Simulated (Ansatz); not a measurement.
# LiF (F-43m) at 2 levels of theory

One geometry, relaxed with PBE; plane waves with PAW potentials in Ansatz, scalar-relativistic. No spin polarisation. Gaps are the least over mesh and band path; pressure is positive in compression.

```
CELL_PARAMETERS angstrom
0.00000 2.18241 2.18241
2.18241 0.00000 2.18241
2.18241 2.18241 0.00000
ATOMIC_POSITIONS crystal
Li 0.75000 0.75000 0.75000
F 0.00000 0.00000 0.00000
```

```
level  cutoff (eV)    k mesh  gap (eV)  pressure (GPa)
  PBE          420  10×10×10      7.65             0.0
```

What comes out on the same cell with r2SCAN?

```csv
level,cutoff (eV),k mesh,gap (eV),pressure (GPa)
r2SCAN,500,10×10×10,8.37,-2.7
```

The structure comes from a generated guess; another structure or a mixture of phases may lie lower.
